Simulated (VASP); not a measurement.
The system is GaAs.

```
Ga As
1.0
     3.32867    0.00000    0.00000
     0.00000    3.32867    0.00000
     0.00000    0.00000    3.32867
Ga As
1 1
Direct
  0.00000 0.00000 0.00000
  0.50000 0.50000 0.50000
```

The cell was built by a generator and needn't be a form met in nature.

Base run:

- Program: VASP 6.6.1
- Functional: PBE
- Potentials or basis: VASP PAW PBE potentials, release 64 (Ga_d, As)
- Cutoff: 520 eV
- k mesh: 6 × 6 × 6
- Occupations: fermi-dirac, width 0.02 eV
- Spin: no spin polarisation

Its results: band gap on the k mesh none (metal or under the smearing width); pressure 2.7 GPa.

Question: The run is repeated on the same cell with these changes: functional from PBE to HSE06; k mesh from 6 × 6 × 6 to 4 × 4 × 4. What comes out?

Answer: Band gap on the k mesh none (metal or under the smearing width); pressure -0.3 GPa.

Several settings changed at once, so the effect can't be laid on one alone.

Caveats: some runs use coarse meshes; the PAW data sets were made with another functional, which shifts forces and pressure a little (some runs).
